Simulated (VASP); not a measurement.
# Sb (R-3m) in VASP: settings compared

One crystal, Sb, is run at these levels: TB-mBJ, PW91+D3(BJ), PBE+D3(BJ); tasks: density of states, band structure, equation of state.

All numbers are computed with VASP 6.6.1; they aren't measurements. Logs are shortened: lines on timing, memory, paths and dates and some standing lists are left out, and cuts for length are marked.

## 1. The crystal as given

Symmetry: R-3m, No. 166, trigonal system. Conventional cell: a = 4.308 Å, b = 4.308 Å, c = 11.274 Å, α = 90.00°, β = 90.00°, γ = 120.00°. Sb (site symmetry 3m) is surrounded by 3 Sb at 2.91 Å.

## 2. Density of states, TB-mBJ, spin-orbit coupling, no magnetisation (volume scaled by 0.96)

POSCAR

```
Sb
1.0
    2.1250856202      1.2269187549      3.7072099901
   -2.1250856202      1.2269187549      3.7072099901
    0.0000000000     -2.4538375098      3.7072099901
Sb
2
Cartesian
    0.0000000000      0.0000000000      8.5248405885
    0.0000000000      0.0000000000      2.5967893818
```

INCAR.step1

```
PREC = Accurate
ENCUT = 520
EDIFF = 1E-5
ISMEAR = 0
SIGMA = 0.1
LREAL = False
LASPH = True
NELM = 80
ALGO = Normal
ISIF = 2
LWAVE = True
LCHARG = False
MAGMOM = 0 0 0 0 0 0
LSORBIT = True
GGA_COMPAT = False
NBANDS = 22
GGA = PE
```

INCAR.step2

```
PREC = Accurate
ENCUT = 520
EDIFF = 1E-7
ISMEAR = -5
SIGMA = 0.1
LREAL = False
LASPH = True
NELM = 80
ALGO = Normal
ISIF = 2
LWAVE = False
LCHARG = False
MAGMOM = 0 0 0 0 0 0
LORBIT = 10
LSORBIT = True
GGA_COMPAT = False
METAGGA = MBJ
NBANDS = 22
ISTART = 1
NEDOS = 2001
```

KPOINTS

```
Automatic mesh
0
Gamma
  6 6 6
```

Potentials or basis: VASP PAW PBE potentials, release 64 (Sb).

Started as:

```sh
$ cat potpaw_PBE.64/Sb/POTCAR > POTCAR
$ cp INCAR.step1 INCAR
$ mpirun -np 1 vasp_ncl > vasp.out
$ cp INCAR.step2 INCAR
$ mpirun -np 1 vasp_ncl > vasp.out
```

OUTCAR:

```text
PREC = Accurate
   ENCUT = 520
   EDIFF = 1E-7
   ISMEAR = -5
   LREAL = False
   LASPH = True
   NELM = 80
   ISIF = 2
   LORBIT = 10
   LSORBIT = True
   METAGGA = MBJ
   ISTART = 1

 ion  position               nearest neighbor table
   1  0.767  0.767  0.767-   2 2.87   2 2.87   2 2.87   2 3.31   2 3.31   2 3.31
   2  0.233  0.233  0.233-   1 2.87   1 2.87   1 2.87   1 3.31   1 3.31   1 3.31

  LATTYP: Found a trigonal (rhomboedric) cell.
 ALAT       =     4.4457535284
 COS(alpha) =     0.5430253624

  Lattice vectors:

 A1 = (   2.1250856202,   1.2269187549,   3.7072099901)
 A2 = (  -2.1250856202,   1.2269187549,   3.7072099901)
 A3 = (   0.0000000000,  -2.4538375098,   3.7072099901)

Analysis of symmetry for initial positions (statically):
=====================================================================
 Subroutine PRICEL returns:
 Original cell was already a primitive cell.

 Routine SETGRP: Setting up the symmetry group for a
 trigonal (rhombohedral) supercell.

 Subroutine GETGRP returns: Found 12 space group operations
 (whereof 12 operations were pure point group operations)
 out of a pool of 12 trial point group operations.

The static configuration has the point symmetry D_3d.

Analysis of symmetry for dynamics (positions and initial velocities):
=====================================================================
 Subroutine PRICEL returns:
 Original cell was already a primitive cell.

 Routine SETGRP: Setting up the symmetry group for a
 trigonal (rhombohedral) supercell.

 Subroutine GETGRP returns: Found 12 space group operations
 (whereof 12 operations were pure point group operations)
 out of a pool of 12 trial point group operations.

The dynamic configuration has the point symmetry D_3d.

Analysis of structural, dynamic, and magnetic symmetry:
=====================================================================
 Subroutine PRICEL returns:
 Original cell was already a primitive cell.

 Routine SETGRP: Setting up the symmetry group for a
 trigonal (rhombohedral) supercell.

 Subroutine GETGRP returns: Found 12 space group operations
 (whereof 12 operations were pure point group operations)
 out of a pool of 12 trial point group operations.

The overall configuration has the point symmetry D_3d.

 Subroutine INISYM returns: Found 12 space group operations
 (whereof 12 operations are pure point group operations),
 and found     1 'primitive' translations

----------------------------------------------------------------------------------------

                                     Primitive cell

  volume of cell :      57.9950

  direct lattice vectors                    reciprocal lattice vectors
     2.125085620  1.226918755  3.707209990     0.235284638  0.135841649  0.089914878
    -2.125085620  1.226918755  3.707209990    -0.235284638  0.135841649  0.089914878
     0.000000000 -2.453837510  3.707209990     0.000000000 -0.271683298  0.089914878

  length of vectors
     4.445753528  4.445753528  4.445753528     0.286175644  0.286175644  0.286175644

  position of ions in fractional coordinates (direct lattice)
     0.766510000  0.766510000  0.766510000
     0.233490000  0.233490000  0.233490000

  ion indices of the primitive-cell ions
   primitive index   ion index
                 1           1
                 2           2

----------------------------------------------------------------------------------------

 KPOINTS: Automatic mesh

Automatic generation of k-mesh.
 Grid dimensions read from file:
 generate k-points for:    6    6    6

 Generating k-lattice:

  Cartesian coordinates                     Fractional coordinates (reciprocal lattice)
[... 82 lines left out ...]
     AMIX_MAG =   1.60;   BMIX_MAG =  1.00
  volume/ion in A,a.u.               =      29.00       195.68
  Fermi-wavevector in a.u.,A,eV,Ry     =   0.911195  1.721909 11.296592  0.830276
  Thomas-Fermi vector in A             =   2.035446
   LORBIT       =     10    0 simple, 1 ext, 2 COOP (PROOUT), +10 PAW based schemes
   METAGGA = MBJ    functional components
   LHFCALC =     F    Hartree Fock is set to
   AEXX    =    0.0000 exact exchange contribution
   IVDW    =     0    specifies the selected vdW correction
   LEPSILON=     F    determine dielectric tensor
   LRPA    =     F    only Hartree local field effects (RPA)
 Fermi weights with tetrahedron method with Bloechl corrections
  energy-cutoff  :      520.00
  volume of cell :       58.00
 maximum number of plane-waves:      3148
 NGX is ok and might be reduce to    36
   NGX = 17   NGY = 17   NGZ = 17

 number of electron      10.0000000 magnetization       0.0000000      0.0000000      0.0000000

 number of electron      10.0000000 magnetization       0.0000000      0.0000000     -0.0000000

 number of electron      10.0000000 magnetization      -0.0000000     -0.0000000     -0.0000000

 number of electron      10.0000000 magnetization       0.0000000     -0.0000000     -0.0000000

[... 14 lines left out ...]
 Fermi energy:         7.8091625678

 k-point     1 :       0.0000    0.0000    0.0000
  band No.  band energies     occupation
      1      -5.3186      1.00000
      2      -5.3186      1.00000
      3       3.2645      1.00000
      4       3.2645      1.00000
      5       5.1226      1.00000
      6       5.1226      1.00000
[... 589 lines left out ...]
     21      17.4380      0.00000
     22      17.4380      0.00000

 [... further k-points ...]

------------------------ aborting loop because EDIFF is reached ----------------------------------------

  FORCE on cell =-STRESS in cart. coord.  units (eV):
  Direction    XX          YY          ZZ          XY          YZ          ZX
  --------------------------------------------------------------------------------------
  -------------------------------------------------------------------------------------
  Total       54.8521327     54.8521327     53.9567852      0.0000000     -0.0000000      0.0000000
  in kB     1515.3516469   1515.3516469   1490.6166681      0.0000000     -0.0000000      0.0000000
  external PRESSURE =    1507.1066540 kB  Pullay stress =       0.0000000 kB

 VOLUME and BASIS-vectors are now :
 -----------------------------------------------------------------------------
  energy-cutoff  :      520.00
  volume of cell :       58.00
      direct lattice vectors                 reciprocal lattice vectors
     2.125085620  1.226918755  3.707209990     0.235284638  0.135841649  0.089914878
    -2.125085620  1.226918755  3.707209990    -0.235284638  0.135841649  0.089914878
     0.000000000 -2.453837510  3.707209990     0.000000000 -0.271683298  0.089914878

 POSITION                                       TOTAL-FORCE (eV/Angst)
 -----------------------------------------------------------------------------------
      0.00000      0.00000      8.52484         0.000000      0.000000     -1.255778
      0.00000      0.00000      2.59679         0.000000      0.000000      1.255778
 -----------------------------------------------------------------------------------
    total drift:                               -0.000000     -0.000000      0.000000

  FREE ENERGIE OF THE ION-ELECTRON SYSTEM (eV)
  ---------------------------------------------------
  free  energy   TOTEN  =       616.3144360483 eV

  energy  without entropy=      616.3144360483  energy(sigma->0) =      616.31443605

 Spin-Orbit-Coupling matrix elements

 Ion:    1  E_soc:     -0.1307585
 l=   1
     0.0000000    -0.0218994    -0.0210780
    -0.0218994     0.0000000    -0.0218994
    -0.0210780    -0.0218994     0.0000000
 l=   2
     0.0000000    -0.0000373     0.0000000    -0.0000373    -0.0001372
    -0.0000373     0.0000000    -0.0000908    -0.0000343    -0.0000373
     0.0000000    -0.0000908     0.0000000    -0.0000908     0.0000000
    -0.0000373    -0.0000343    -0.0000908     0.0000000    -0.0000373
    -0.0001372    -0.0000373     0.0000000    -0.0000373     0.0000000
 l=   3
     0.0000000     0.0000000     0.0000000     0.0000000     0.0000000     0.0000000     0.0000000
     0.0000000     0.0000000     0.0000000     0.0000000     0.0000000     0.0000000     0.0000000
     0.0000000     0.0000000     0.0000000     0.0000000     0.0000000     0.0000000     0.0000000
     0.0000000     0.0000000     0.0000000     0.0000000     0.0000000     0.0000000     0.0000000
     0.0000000     0.0000000     0.0000000     0.0000000     0.0000000     0.0000000     0.0000000
     0.0000000     0.0000000     0.0000000     0.0000000     0.0000000     0.0000000     0.0000000
     0.0000000     0.0000000     0.0000000     0.0000000     0.0000000     0.0000000     0.0000000

 Ion:    2  E_soc:     -0.1307585
 l=   1
     0.0000000    -0.0218994    -0.0210780
    -0.0218994     0.0000000    -0.0218994
    -0.0210780    -0.0218994     0.0000000
 l=   2
     0.0000000    -0.0000373     0.0000000    -0.0000373    -0.0001372
    -0.0000373     0.0000000    -0.0000908    -0.0000343    -0.0000373
     0.0000000    -0.0000908     0.0000000    -0.0000908     0.0000000
    -0.0000373    -0.0000343    -0.0000908     0.0000000    -0.0000373
    -0.0001372    -0.0000373     0.0000000    -0.0000373     0.0000000
 l=   3
     0.0000000     0.0000000     0.0000000     0.0000000     0.0000000     0.0000000     0.0000000
     0.0000000     0.0000000     0.0000000     0.0000000     0.0000000     0.0000000     0.0000000
     0.0000000     0.0000000     0.0000000     0.0000000     0.0000000     0.0000000     0.0000000
     0.0000000     0.0000000     0.0000000     0.0000000     0.0000000     0.0000000     0.0000000
     0.0000000     0.0000000     0.0000000     0.0000000     0.0000000     0.0000000     0.0000000
     0.0000000     0.0000000     0.0000000     0.0000000     0.0000000     0.0000000     0.0000000
     0.0000000     0.0000000     0.0000000     0.0000000     0.0000000     0.0000000     0.0000000

 total charge

# of ion       s       p       d       tot
------------------------------------------
    1        1.179   1.172   0.046   2.398
    2        1.179   1.172   0.046   2.398
--------------------------------------------------
tot          2.359   2.345   0.093   4.796

 magnetization (x)

# of ion       s       p       d       tot
------------------------------------------
    1        0.000   0.000   0.000   0.000
    2        0.000   0.000   0.000   0.000
--------------------------------------------------
tot          0.000   0.000   0.000   0.000

 magnetization (y)

# of ion       s       p       d       tot
------------------------------------------
    1        0.000   0.000   0.000   0.000
    2        0.000  -0.000   0.000  -0.000
--------------------------------------------------
tot          0.000   0.000   0.000   0.000

 magnetization (z)

# of ion       s       p       d       tot
------------------------------------------
    1        0.000   0.000   0.000   0.000
    2        0.000   0.000   0.000   0.000
--------------------------------------------------
tot          0.000   0.000   0.000   0.000
```

It took 10 min on 1 thread of Intel Xeon Platinum 8375C at 2.90GHz (Ice Lake), shared host; peak memory 0.45 GiB.

Results:

```yaml
Valence_electrons_inside_the_program's_atomic_spheres: Sb 2.40
```

Caveat: the PAW data sets were made with another functional, which shifts forces and pressure a little.

[end of part 1 of 2]
